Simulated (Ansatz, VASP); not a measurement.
Na in VASP and in Ansatz

The input INCAR:

```
ALGO = Normal ; EDIFF = 1E-7
ENCUT = 520 ; GGA = PE
ISIF = 2 ; ISMEAR = -1
LASPH = T ; LCHARG = F
LREAL = F ; LWAVE = F
NBANDS = 14 ; NELM = 60
PREC = Accurate ; SIGMA = 0.05
```

KPOINTS

```
k-points
0
Gamma
  13 13 7
```

Contents of POSCAR:

```
Na
1.0
    3.7670009976      0.0000000000      0.0000000000
   -1.8835004988      3.2623185600      0.0000000000
    0.0000000000      0.0000000000      6.0309200000
Na
2
Direct
    0.3333333333      0.6666666667      0.2500000000
    0.6666666667      0.3333333333      0.7500000000
```

Input for Ansatz:

```yaml
crystal:
  lattice:
    - [3.7670009976, 0.0, 0.0]
    - [-1.8835004988, 3.26231856, 0.0]
    - [0.0, 0.0, 6.03092]
  atoms:
    - { symbol: Na, position: [0.3333333333, 0.6666666667, 0.25] }
    - { symbol: Na, position: [0.6666666667, 0.3333333333, 0.75] }
kpoints:
  mp_grid: { grid: [13, 13, 7] }
  band_path:
    path:
      - [0.0, 0.0, 0.0]
      - [0.5, 0.0, 0.0]
      - [0.3333333333, 0.3333333333, 0.0]
      - [0.0, 0.0, 0.0]
      - [0.0, 0.0, 0.5]
      - [0.5, 0.0, 0.5]
      - [0.3333333333, 0.3333333333, 0.5]
      - [0.0, 0.0, 0.5]
      - [0.5, 0.0, 0.5]
    npoints: 5
scf:
  occupations: { method: fermi_dirac, width: 0.05 }
hamiltonian:
  xc: pbe
  pseudopotentials: { kind: all_electron, lapw: { basis_error: 0.00025 } }
output:
  forces: true
  stress: true
  eigenvalues: true
```

Change from the starting cell: zz strain of -2 %.

Alike in both runs: task single point; functional PBE; k mesh 13 × 13 × 7; occupations fermi-dirac, width 0.05 eV; no spin polarisation.

|  | VASP | Ansatz |
| --- | --- | --- |
| version | VASP 6.6.1 | Ansatz 0.2.0 |
| potentials or method | VASP PAW PBE potentials, release 64 (Na_pv) | all-electron LAPW, scalar-relativistic |
| plane-wave cutoff (eV) | 520 | see its input |

|  | VASP | Ansatz | Ansatz less VASP |
| --- | --- | --- | --- |
| pressure (GPa) | 0.0 | 0.0 | +0.01 |
| largest component of the traceless stress (GPa) | 0.19 | 0.19 | 0.000 |

Ansatz ran all-electron here, so the differences hold the error of VASP's frozen core and of both bases.
